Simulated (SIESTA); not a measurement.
Nd under changes of volume

One of the cells (34.862 Å³/atom); the others are scaled copies at fixed shape and fractional positions:

```
Nd
1.0
     3.68122    0.00000    0.00000
    -1.84061    3.18803    0.00000
     0.00000    0.00000    5.94109
Nd
2
Direct
  0.66667 0.33333 0.75000
  0.33333 0.66667 0.25000
```

This isn't the form of Nd at room conditions, which is double hcp.

- Program: SIESTA 5.4.2
- Functional: PBE
- Potentials or basis: PseudoDojo 3+ lanthanides (4f in the core) (PBE files)
- Basis: DZP (energy shift 0.003 Ry; two zetas on semicore shells)
- Grid cutoff: 800 Ry
- Energy shift: 0.003 Ry
- k mesh: 8 × 8 × 5
- Occupations: fermi-dirac, width 0.05 eV
- Spin: collinear spin, ferromagnetic start
- Starting moments: [3.0, 3.0] μB

```csv
volume (Å³/atom),energy over the lowest point (meV/atom),pressure (GPa)
32.128,48.67,4.6
32.811,31.37,3.6
33.495,18.14,2.7
34.862,2.71,1.1
35.545,0.00,0.3
36.229,?,?
```

Problem. What does the run at 36.229 Å³/atom give?

Solution. Energy over the lowest point 0.31 meV/atom; pressure -0.4 GPa.

Worked out: A Birch-Murnaghan fit of order 3 (a polynomial in V^(-2/3)) to the other rows has its minimum at 35.82 Å³/atom, just outside them, with B0 = V·E''(V) = 36 GPa and B' = 3.0 at fixed shape and positions, which overstates the stiffness. It gives 0.29 meV/atom at 36.229 Å³/atom, against the run's 0.31, and -dE/dV = -0.4 GPa, against -0.4.

Energies are extrapolated to zero smearing.

Caveats: the magnetic or orbital state may not be the lowest; the basis of atomic orbitals isn't converged, which shifts pressures, moduli and gaps.
